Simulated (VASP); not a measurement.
Here is the system:

```xyz
2
Lattice="2.6937 0.0000 0.0000 0.0000 2.6937 0.0000 0.0000 0.0000 3.7168" Properties=species:S:1:pos:R:3 pbc="T T T"
Co     0.0000     0.0000     0.0000
Pt     1.3469     1.3469     1.8584
```
Starting moments (μB, in the order of the record's atoms Co Pt): 1.9 0.4.

Calculation: PBE GGA, VASP's PBE PAW potentials (set 64) (plane waves; VASP). Run with 520 eV cut-off, Gaussian smearing of 0.050 eV, potentials Co Pt.

Unless said otherwise, spin-orbit coupling is left out, though it shifts the bands of the heavy elements here.

Problem. What does the run give for the cell moment, band gap (along the path) with the smallest direct gap where there is one?

Solution. 
| Quantity | Value |
|---|---|
| band gap (along the path) | none (metal, semimetal or under 0.01 eV) |
| cell moment | 2.26 μB |

Only differences to runs with the same potentials and settings are physical.

The compound is CoPt in the L1_0 structure. It was relaxed first.
